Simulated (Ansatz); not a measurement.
Crystal: CdSe.

```
Cd Se
1.0
     0.00000    3.07027    3.07027
     3.07027    0.00000    3.07027
     3.07027    3.07027    0.00000
Cd Se
1 1
Cartesian
  0.0000 0.0000 0.0000
  1.5351 1.5351 1.5351
```

Measurements of this composition are mostly on another form, of space group No. 186.

```yaml
Program: Ansatz 0.2.0
Task: relaxation of cell and atoms
Functional: RPBE
Dispersion: D3(BJ)
Potentials_or_basis: Ansatz PAW
Cutoff: "420 eV (not typed: the program's choice for these potentials)"
k_mesh: 8 × 8 × 8
Occupations: fermi-dirac, width 0.05 eV
Spin: no spin polarisation
```

At the start: volume 28.94 Å³/atom.

Problem. Where does the relaxation end?

Solution. It ends after 5 steps and the volume is 26.25 Å³/atom (-9.3 %); space group F-43m (No. 216, to 0.05 Å).

The path:
| step | energy change (eV) | largest force (eV/Å) | volume (Å³) |
| --- | --- | --- | --- |
| 1 | 0.0000 | 0.0000 | 57.88 |
| 2 | -0.0785 | 0.0000 | 50.66 |
| 3 | -0.0907 | 0.0000 | 52.82 |
| 4 | -0.0912 | 0.0000 | 52.50 |
| 5 | -0.0899 | 0.0000 | 52.50 |

Final structure:
```
CELL_PARAMETERS angstrom
0.00000 2.97202 2.97202
2.97202 0.00000 2.97202
2.97202 2.97202 0.00000
ATOMIC_POSITIONS crystal
Cd 0.00000 0.00000 0.00000
Se 0.25000 0.25000 0.25000
```

Caveat: the plane-wave basis is chosen anew once the cell has moved, so the energies of steps on either side of that aren't comparable; the PAW data sets come from PBE, with cores solved anew for the run's functional, which leaves a small shift of forces and pressure.
